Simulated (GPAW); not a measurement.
Here is a GPAW 26.7.0 calculation.

Contents of run.py:

```python
from ase import Atoms
from ase.eos import EquationOfState
from ase.io import Trajectory
from ase.units import GPa
from gpaw import GPAW, PW, setup_paths

setup_paths.insert(0, '.')

atoms = Atoms(['Ge', 'Ge'],
              cell=[[-2.574489719, 2.574489719, 1.3974126432],
                    [2.574489719, -2.574489719, 1.3974126432],
                    [2.574489719, 2.574489719, -1.3974126432]],
              scaled_positions=[[0.5, 0.5, 0.0],
                                [0.25, 0.75, 0.5]],
              pbc=True)

traj = Trajectory('eos.traj', 'w')
volumes, energies = [], []
for x in [0.94, 0.96, 0.98, 1.0, 1.02, 1.04, 1.06]:
    a = atoms.copy()
    a.set_cell(atoms.cell * x**(1 / 3), scale_atoms=True)
    calc = GPAW(mode=PW(600),
                xc='PBEsol',
                kpts={'size': (11, 11, 11), 'gamma': True},
                occupations={'name': 'fermi-dirac', 'width': 0.05},
                nbands=11,
                convergence={'density': 1e-05, 'energy': 1e-05},
                maxiter=150,
                txt=f'eos-{x:.2f}.txt')
    a.calc = calc
    energies.append(a.get_potential_energy(force_consistent=True))
    volumes.append(a.get_volume())
    p = -a.get_stress()[:3].mean() / GPa
    calc.write(f'eos-{x:.2f}.gpw')
    traj.write(a)
    print(f'{x:.2f} {volumes[-1]:10.4f} A^3 {energies[-1]:14.6f} eV {p:9.3f} GPa', flush=True)

v0, e0, B = EquationOfState(volumes, energies, eos='birchmurnaghan').fit()
print(f'V0 = {v0:.4f} A^3, E0 = {e0:.6f} eV, B0 = {B / GPa:.2f} GPa')
```

Potentials or basis: PAW data sets generated in the run's folder for this functional, pw.

Run with:

```bash
$ gpaw-setup -f PBEsol Ge
$ OMP_NUM_THREADS=1 python run.py
```

Problem. Estimate the bulk modulus at fixed shape and positions.

Solution. 80 GPa.

Problem. Predict the pressure derivative of the bulk modulus.

Solution. 4.4.

Problem. Estimate the equilibrium volume.

Solution. 18.37 Å³/atom.

Energy against volume, from the lowest point:
```csv
volume (Å³/atom),energy (meV/atom)
17.413,13.34
17.783,4.60
18.154,0.31
18.524,0.00
18.895,3.26
19.265,9.74
19.636,19.10
```

Caveat: the cell was scaled at fixed shape and fractional positions, which overstates the stiffness of a crystal with free parameters, most of all of layers and chains.
